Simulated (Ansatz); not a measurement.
Computed with DFT PBE, scalar-relativistic, plane waves, PAW in Ansatz.

Cutoff 420 eV; k points 8×8×8 on the computed 2-atom cell (Γ-centred); Gaussian smearing, width 0.02 eV; no spin polarisation.

Structure with the computed forces (eV/Å) in the last three columns:

```xyz
2
Lattice="0.0000 2.9100 2.9100 2.9100 0.0000 2.9100 2.9100 2.9100 0.0000" Properties=species:S:1:pos:R:3:forces:R:3 pbc="T T T" pressure_GPa=3.85
Cd    0.0000    0.0000    0.0000    0.0000    0.0000    0.7710
S     4.3650    4.3650    4.5150    0.0000    0.0000   -0.7710
```

Stress tensor (GPa, compression positive):

```
4.10 3.55 0.00
3.55 4.10 0.00
0.00 0.00 3.35
```

This zinc-blende form isn't the usual stable structure of the compound.